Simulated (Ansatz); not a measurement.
**Structure relaxation of Mo**

Method: Ansatz 0.2.0, DFT r2SCAN, scalar-relativistic, plane waves, PAW. Cutoff 500 eV, Γ-centred k mesh, Gaussian smearing, no spin polarisation in the final step.

Mo was placed on the indium (bct) structure type (I4/mmm, No. 139), at a guessed volume.

```xyz
1
Lattice="-1.3954 1.3954 2.1229 1.3954 -1.3954 2.1229 1.3954 1.3954 -2.1229" Properties=species:S:1:pos:R:3 pbc="T T T"
Mo    0.0000    0.0000    0.0000
```

Cell and atoms relax at zero pressure; the relaxation can't lower the symmetry of the start. After a coarse first stage the cell is made exact in the group found at 0.06 Å.

Energies count from the standard state of Mo at the same level.

What does it relax into?

It keeps I4/mmm (No. 139). The result has the indium (bct) structure. Conventional cell: a = 2.616 Å, c = 4.672 Å. Mo has 4 Mo at 2.62 Å and 8 Mo at 2.98 Å.

```xyz
1
Lattice="-1.3081 1.3081 2.3360 1.3081 -1.3081 2.3360 1.3081 1.3081 -2.3360" Properties=species:S:1:pos:R:3 pbc="T T T"
Mo    0.0000    0.0000    0.0000
```

What are its volume, energy, density and gap?

The volume per atom is 15.99 Å³ and the density is 9.97 g/cm³. The energy over the standard structure is 0.35 eV/atom and the gap on the 22×22×22 mesh is 0 eV (a metal).

The final run used a 22×22×22 mesh on its 1-atom cell and 0.10 eV smearing. The k mesh leaves about 4 meV/atom of noise in metals. A structure relaxed within its symmetry needn't be a true minimum.